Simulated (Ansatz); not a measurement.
## Calculated ⁶⁵Cu NMR of the central transition for Cu2O

Cell: a COD entry whose atoms were relaxed with PBE, the cell held.

Space group Pn-3m:1 (No. 224); a = 4.2685 Å.

```
site  Wyckoff  site symmetry       x       y       z
  Cu       4b           .-3m  0.2500  0.2500  0.2500
   O       2a           -43m  0.0000  0.0000  0.0000
```

One atom of each set is listed.

Level of theory: DFT, PBEsol, plane waves and PAW, scalar-relativistic, 420 eV cutoff, Γ-centred 7×7×7 k-points, Fermi–Dirac smearing 0.02 eV (Ansatz 0.2.0).

⁶⁵Cu has I = 3/2 and Q = -204.0 mb (Pyykkö 2018); at 23.5 T its Larmor frequency is ν₀ = 284.4 MHz. Only the quadrupole interaction is simulated: positions count from each site's isotropic chemical shift, and shift anisotropy, dipolar and J coupling are left out.

Simulated pattern of one Cu site (static powder, Gaussian broadening 10 kHz):

(offset (kHz), height): (-186.4, 1), (-173.4, 84), (-160.5, 100), (-147.5, 63), (-134.6, 51), (-121.6, 44), (-108.7, 40), (-95.8, 38), (-82.8, 36), (-69.9, 35), (-56.9, 33), (-44.0, 33), (-31.0, 32), (-18.1, 32), (-5.1, 31), (7.8, 26), (20.8, 27), (33.7, 29), (46.6, 31), (59.6, 36), (72.5, 44), (85.5, 71), (98.4, 60), (111.4, 1)

Task: Which |C_Q| and η does the pattern imply?

Result: The pattern spans 268 kHz before broadening and its centre of gravity is at -51.4 kHz, which fixes P_Q; the places of the horns and steps fix η. That gives P_Q = 24.2 MHz, |C_Q| = 24.2 MHz and η = 0.00. The sign of C_Q can't be read from the pattern.

An axis of threefold or higher order runs through Cu, so V_zz lies along it and η is zero.

Semilocal functionals underestimate gradients at Cu(I) with two or three neighbours, in Cu₂O by a fifth to nearly a half. With a gap of 0.5 eV on this mesh, the gradients can still move by some per cent as the k-mesh gets denser.
